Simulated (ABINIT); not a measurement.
# TaN (Fm-3m) in ABINIT: further runs, part 2 of 2

ABINIT 10.8.3 (patched build). The steps go on from the part before.

## 4. Equation of state, PBE+D3(BJ)

Contents of run.abi:

```
ndtset 7
getwfk -1
scalecart1 3*0.9795861087
scalecart2 3*0.9864848297
scalecart3 3*0.9932883884
scalecart4 3*1.0000000000
scalecart5 3*1.0066227096
scalecart6 3*1.0131594038
scalecart7 3*1.0196128224

pp_dirpath "./"
pseudos "Ta.GGA_PBE-JTH.xml, N.GGA_PBE-JTH.xml"

acell 3.1272829774 3.1272829774 3.1272829774 Angstrom
rprim
     0.0000000000     0.7071067812     0.7071067812
     0.7071067812     0.0000000000     0.7071067812
     0.7071067812     0.7071067812     0.0000000000
ntypat 2
znucl 73 7
natom 2
typat 1 2
xred
     0.5000000000     0.5000000000     0.5000000000
     0.0000000000     0.0000000000     0.0000000000

ecut 25.0
pawecutdg 47.0

kptopt 1
ngkpt 10 10 10
nshiftk 1
shiftk 0.0 0.0 0.0

ixc 11
vdw_xc 7

nband 13
occopt 3
tsmear 0.00183747

nstep 100
tolvrs 1.0e-9

iomode 3
prtwf 1
prtden 0
prteig 0
prtebands 0
```

Potentials or basis: JTH PAW PBE v2.0.

Started as:

```console
> abinit run.abi > log 2>&1
```

run.abo:

```text
.Version 10.8.3 of ABINIT
 DATASET    1 : space group Fm -3 m (#225); Bravais cF (face-center cubic)
================================================================================
 Values of the parameters that define the memory need for DATASET  1.
     intxc =       0    ionmov =       0      iscf =      17    lmnmax =      18
     lnmax =       6     mgfft =      30  mpssoang =       3    mqgrid =    3001
     natom =       2  nloc_mem =       2    nspden =       1   nspinor =       1
    nsppol =       1      nsym =      48    n1xccc =       1    ntypat =       2
    occopt =       3   xclevel =       2
       mpw =         845          nfft =       27000          nkpt =          47
 PAW method is used; the additional fine FFT grid is defined by:
   mgfftf=        36    nfftf =     46656
================================================================================
================================================================================
[... 71 lines left out ...]
 DATASET    7 : space group Fm -3 m (#225); Bravais cF (face-center cubic)
================================================================================
 Values of the parameters that define the memory need for DATASET  7.
     intxc =       0    ionmov =       0      iscf =      17    lmnmax =      18
     lnmax =       6     mgfft =      30  mpssoang =       3    mqgrid =    3001
     natom =       2  nloc_mem =       2    nspden =       1   nspinor =       1
    nsppol =       1      nsym =      48    n1xccc =       1    ntypat =       2
    occopt =       3   xclevel =       2
       mpw =         938          nfft =       27000          nkpt =          47
 PAW method is used; the additional fine FFT grid is defined by:
   mgfftf=        40    nfftf =     64000
================================================================================
================================================================================

--------------------------------------------------------------------------------
------------- Echo of variables that govern the present computation ------------
--------------------------------------------------------------------------------
 -outvars: echo values of preprocessed input variables --------
            acell      5.9097083455E+00  5.9097083455E+00  5.9097083455E+00 Bohr
              amu      1.80947900E+02  1.40067400E+01
             ecut      2.50000000E+01 Hartree
           getwfk          -1
              ixc          11
           jdtset        1    2    3    4    5    6    7
         kptrlatt       10    0    0      0   10    0      0    0   10
          kptrlen1     5.78906820E+01
          kptrlen2     5.82983763E+01
          kptrlen3     5.87004468E+01
          kptrlen4     5.90970835E+01
          kptrlen5     5.94884663E+01
          kptrlen6     5.98747658E+01
          kptrlen7     6.02561441E+01
            natom           2
            nband          13
           ndtset           7
            ngfft          30      30      30
          ngfftdg1         36      36      36
          ngfftdg2         36      36      36
          ngfftdg3         40      40      40
          ngfftdg4         40      40      40
          ngfftdg5         40      40      40
          ngfftdg6         40      40      40
          ngfftdg7         40      40      40
             nkpt          47
            nstep         100
             nsym          48
           ntypat           2
           occopt           3
        pawecutdg      4.70000000E+01 Hartree
         pawxcdev           0
           prtden           0
        prtebands           0
[... 40 lines left out ...]
           xangst7     2.2546932853E+00  2.2546932853E+00  2.2546932853E+00
                       0.0000000000E+00  0.0000000000E+00  0.0000000000E+00
            xcart1     4.0934893823E+00  4.0934893823E+00  4.0934893823E+00
                       0.0000000000E+00  0.0000000000E+00  0.0000000000E+00
            xcart2     4.1223177220E+00  4.1223177220E+00  4.1223177220E+00
                       0.0000000000E+00  0.0000000000E+00  0.0000000000E+00
            xcart3     4.1507483981E+00  4.1507483981E+00  4.1507483981E+00
                       0.0000000000E+00  0.0000000000E+00  0.0000000000E+00
            xcart4     4.1787948460E+00  4.1787948460E+00  4.1787948460E+00
                       0.0000000000E+00  0.0000000000E+00  0.0000000000E+00
            xcart5     4.2064697908E+00  4.2064697908E+00  4.2064697908E+00
                       0.0000000000E+00  0.0000000000E+00  0.0000000000E+00
            xcart6     4.2337852948E+00  4.2337852948E+00  4.2337852948E+00
                       0.0000000000E+00  0.0000000000E+00  0.0000000000E+00
            xcart7     4.2607528072E+00  4.2607528072E+00  4.2607528072E+00
                       0.0000000000E+00  0.0000000000E+00  0.0000000000E+00
             xred      5.0000000000E-01  5.0000000000E-01  5.0000000000E-01
                       0.0000000000E+00  0.0000000000E+00  0.0000000000E+00
            znucl       73.00000    7.00000

================================================================================

 chkinp: Checking input parameters for consistency, jdtset=   1.

 chkinp: Checking input parameters for consistency, jdtset=   2.
[... 46 lines left out ...]
 getcut: wavevector=  0.0000  0.0000  0.0000  ngfft=  36  36  36
         ecut(hartree)=     47.000   => boxcut(ratio)=   2.01502

--- Pseudopotential description ------------------------------------------------
- pspini: atom type   1  psp file is ./Ta.GGA_PBE-JTH.xml
 Pseudopotential format is: paw10
 basis_size (lnmax)=  6 (lmn_size= 18), orbitals=   0   0   1   1   2   2
 Spheres core radius: rc_sph= 2.41973345
 Shapefunction is SIN type: shapef(r)=[sin(pi*r/rshp)/(pi*r/rshp)]**2
 Radius for shape functions =  2.11065461
 Compensation charge density is not taken into account in XC energy/potential

- pspini: atom type   2  psp file is ./N.GGA_PBE-JTH.xml
 Pseudopotential format is: paw10
 basis_size (lnmax)=  4 (lmn_size=  8), orbitals=   0   0   1   1
 Spheres core radius: rc_sph= 1.20497474
 Shapefunction is SIN type: shapef(r)=[sin(pi*r/rshp)/(pi*r/rshp)]**2
 Radius for shape functions =  1.00243812
 Compensation charge density is not taken into account in XC energy/potential

   1.44004365E+03                                ecore*ucvol(ha*bohr**3)
--------------------------------------------------------------------------------

================================================================================

--- !BeginCycle
iteration_state: {dtset: 1, }
solver: {iscf: 17, nstep: 100, nline: 4, wfoptalg: 10, }
tolerances: {tolvrs: 1.00E-09, }
...
[... 1313 lines left out ...]
-Cartesian components of stress tensor (GPa)         [Pressure= -2.4821E+01 GPa]
- sigma(1 1)=  2.48211364E+01  sigma(3 2)=  0.00000000E+00
- sigma(2 2)=  2.48211364E+01  sigma(3 1)=  0.00000000E+00
- sigma(3 3)=  2.48211364E+01  sigma(2 1)=  0.00000000E+00

== END DATASET(S) ==============================================================
================================================================================

 -outvars: echo values of variables after computation  --------
            acell      5.9097083455E+00  5.9097083455E+00  5.9097083455E+00 Bohr
           etotal1    -6.9096866654E+01
           etotal2    -6.9097797075E+01
           etotal3    -6.9097960753E+01
           etotal4    -6.9097428497E+01
           etotal5    -6.9096281167E+01
           etotal6    -6.9094584945E+01
           etotal7    -6.9092393937E+01
            fcart1    -0.0000000000E+00 -0.0000000000E+00 -0.0000000000E+00
                      -0.0000000000E+00 -0.0000000000E+00 -0.0000000000E+00
            fcart2    -0.0000000000E+00 -0.0000000000E+00 -0.0000000000E+00
                      -0.0000000000E+00 -0.0000000000E+00 -0.0000000000E+00
            fcart3    -0.0000000000E+00 -0.0000000000E+00 -0.0000000000E+00
                      -0.0000000000E+00 -0.0000000000E+00 -0.0000000000E+00
            fcart4    -0.0000000000E+00 -0.0000000000E+00 -0.0000000000E+00
                      -0.0000000000E+00 -0.0000000000E+00 -0.0000000000E+00
            fcart5    -0.0000000000E+00 -0.0000000000E+00 -0.0000000000E+00
                      -0.0000000000E+00 -0.0000000000E+00 -0.0000000000E+00
[... 38 lines left out ...]
                       0.0000000000E+00  0.0000000000E+00  0.0000000000E+00
           xangst1     2.1661812927E+00  2.1661812927E+00  2.1661812927E+00
                       0.0000000000E+00  0.0000000000E+00  0.0000000000E+00
           xangst2     2.1814365931E+00  2.1814365931E+00  2.1814365931E+00
                       0.0000000000E+00  0.0000000000E+00  0.0000000000E+00
           xangst3     2.1964814590E+00  2.1964814590E+00  2.1964814590E+00
                       0.0000000000E+00  0.0000000000E+00  0.0000000000E+00
           xangst4     2.2113230001E+00  2.2113230001E+00  2.2113230001E+00
                       0.0000000000E+00  0.0000000000E+00  0.0000000000E+00
           xangst5     2.2259679501E+00  2.2259679501E+00  2.2259679501E+00
                       0.0000000000E+00  0.0000000000E+00  0.0000000000E+00
           xangst6     2.2404226923E+00  2.2404226923E+00  2.2404226923E+00
                       0.0000000000E+00  0.0000000000E+00  0.0000000000E+00
           xangst7     2.2546932853E+00  2.2546932853E+00  2.2546932853E+00
                       0.0000000000E+00  0.0000000000E+00  0.0000000000E+00
             xred      5.0000000000E-01  5.0000000000E-01  5.0000000000E-01
                       0.0000000000E+00  0.0000000000E+00  0.0000000000E+00
 Calculation completed.
```

Run time: 2.6 min. Hardware: 1 thread of Arm Neoverse V1, shared host; peak memory 0.15 GiB.

Results:

| Item | Value |
| --- | --- |
| Equilibrium volume | 10.54 Å³/atom |
| Bulk modulus | 349 GPa |
| Pressure derivative of the bulk modulus | 4.5 |

Energy against volume, from the lowest point:
| volume (Å³/atom) | energy (meV/atom) |
| --- | --- |
| 10.164 | 14.89 |
| 10.381 | 2.23 |
| 10.597 | 0.00 |
| 10.813 | 7.24 |
| 11.030 | 22.85 |
| 11.246 | 45.93 |
| 11.462 | 75.74 |

Caveat: the cutoff is too short for stress, so the log's stress isn't used; pressures at fixed basis lie under the slope of the energies; the highest band is partly filled, so the run has too few bands. Spin-orbit coupling is left out, which matters for the levels of Ta.

## 5. Band structure, rPW86PBE, spin-orbit coupling, no magnetisation

Contents of run.abi:

```
# Datasets: ground state, then fixed potential
ndtset 2

# Pseudopotentials
pp_dirpath "./"
pseudos "Ta.GGA_PBE-JTH.xml, N.GGA_PBE-JTH.xml"

# Structure
acell 3.1272829774 3.1272829774 3.1272829774 Angstrom
rprim
     0.0000000000     0.7071067812     0.7071067812
     0.7071067812     0.0000000000     0.7071067812
     0.7071067812     0.7071067812     0.0000000000
ntypat 2
znucl 73 7
natom 2
typat 1 2
xred
     0.5000000000     0.5000000000     0.5000000000
     0.0000000000     0.0000000000     0.0000000000

# Plane-wave basis
ecut 25.0
pawecutdg 47.0

# Exchange and correlation
ixc -144130

# Bands and occupations
occopt 3
tsmear 0.05 eV

# Spin
nspinor 2
nspden 1
pawspnorb 1

# SCF cycle
nstep 100

# Output
iomode 3
prtwf 0
prteig 0
prtebands 0
enunit 1
prtden1 1

# Dataset 1
kptopt1 4
ngkpt1 10 10 10
nshiftk1 1
shiftk1 0.0 0.0 0.0
nband1 26
tolvrs1 1.0e-9

# Dataset 2: bands along G-X-W-K-G-L-U-W-L-K
iscf2 -2
getden2 1
nband2 34
nbdbuf2 2
tolwfr2 1.0e-12
kptopt2 -9
ndivsm2 5
prteig2 1
prtvol2 -3
kptbounds2
     0.0000000000     0.0000000000     0.0000000000
     0.5000000000     0.0000000000     0.5000000000
     0.5000000000     0.2500000000     0.7500000000
     0.3750000000     0.3750000000     0.7500000000
     0.0000000000     0.0000000000     0.0000000000
     0.5000000000     0.5000000000     0.5000000000
     0.6250000000     0.2500000000     0.6250000000
     0.5000000000     0.2500000000     0.7500000000
     0.5000000000     0.5000000000     0.5000000000
     0.3750000000     0.3750000000     0.7500000000
```

Started as:

```console
> abinit run.abi > log 2>&1
```

Run time: 6.2 min. Hardware: 1 thread of Arm Neoverse V1, shared host; peak memory 0.17 GiB.

It converged, with:

```
Free energy                                           : -1880.4715 eV
Band gap on the k mesh                                : none (metal or under the smearing width)
Valence electrons inside the program's atomic spheres : Ta 10.71; N 2.58
```

Levels at the corners of the path, in eV from the Fermi level:
```tsv
point	band 16	band 17	band 18	band 19	band 20	band 21
Γ	-3.72	-2.20	-2.20	-2.20	-2.20	-1.82
X	-4.68	-4.37	-4.37	2.03	2.03	3.06
W	-6.38	-0.28	-0.28	-0.14	-0.14	3.23
K	-6.02	-2.18	-2.18	2.19	2.19	2.54
Γ	-3.72	-2.20	-2.20	-2.20	-2.20	-1.82
L	-7.39	1.64	1.64	1.71	1.71	2.11
U	-6.02	-2.18	-2.18	2.19	2.19	2.54
W	-6.38	-0.28	-0.28	-0.14	-0.14	3.23
L	-7.39	1.64	1.64	1.71	1.71	2.11
K	-6.02	-2.18	-2.18	2.19	2.19	2.54
```

Caveat: the cutoff is too short for stress, so the log's stress isn't used; the highest band is partly filled, so the run has too few bands; the PAW data sets were made with another functional, which shifts forces and pressure a little.

## 6. The runs side by side

| task | level | spin | V0 of scaled cells (Å³/atom) | B0 (GPa) |
| --- | --- | --- | --- | --- |
| equation of state | PBE | off | 10.77 | 331 |
| equation of state | BP86+D3 | off | 10.36 | 366 |
| equation of state | PBE+D3(BJ) | off | 10.54 | 349 |
| band structure | rPW86PBE | SOC, no magnetisation | - | - |

Alike in all rows: potentials or basis JTH PAW PBE v2.0; cell as given; k mesh 10 × 10 × 10; cutoff (eV) 680; smearing fermi-dirac 0.05 eV.

Caveats: the highest band is partly filled, so the run has too few bands; pressures at fixed basis lie under the slope of the energies (some runs); the PAW data sets were made with another functional, which shifts forces and pressure a little (some runs).

Total energies depend on the potentials used, so only differences within one code and one set of settings carry meaning.
